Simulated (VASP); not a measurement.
A run of VASP 6.6.1 is set up as follows.

Contents of INCAR:

```
PREC = Accurate
ENCUT = 600
EDIFF = 1E-6
ISMEAR = -1
SIGMA = 0.05
LREAL = F
LASPH = T
NELM = 80
ALGO = Normal
ISIF = 3
LWAVE = F
LCHARG = F
GGA = MK
LUSE_VDW = T
AGGAC = 0.0
PARAM1 = 0.1234
PARAM2 = 0.711357
ZAB_VDW = -1.8867
IBRION = 2
NSW = 60
EDIFFG = -0.02
```

Contents of KPOINTS:

```
Automatic mesh
0
Gamma
  10 10 5
```

Contents of POSCAR:

```
Hf2N
1.0
    3.0801700000      0.0000000000      0.0000000000
   -1.5400800000      2.6675000000      0.0000000000
    0.0000000000      0.0000000000      5.8821000000
Hf N
2 1
Direct
    0.0000000000      0.0000000000      0.7474300000
    0.0000000000      0.0000000000      0.2525700000
    0.6666700000      0.3333300000      0.5000000000
```

Potentials or basis: VASP PAW PBE potentials, release 64 (Hf_pv, N).

The run is started by

```bash
$ cat potpaw_PBE.64/Hf_pv/POTCAR potpaw_PBE.64/N/POTCAR > POTCAR
$ mpirun -np 1 vasp_std > vasp.out
```

(1) What does it give for the relaxed cell?

(2) Estimate the band gap on the k mesh.

(3) Predict the relaxed volume.

(4) What does it give for the space group after relaxing (to 0.05 Å)?

Results:

(1) a = 3.056 Å, b = 3.056 Å, c = 5.815 Å, α = 90.00°, β = 90.00°, γ = 120.00°.

(2) none (metal or under the smearing width).

(3) 15.68 Å³/atom.

(4) P-6m2 (No. 187).

Caveat: the PAW data sets were made with another functional, which shifts forces and pressure a little.
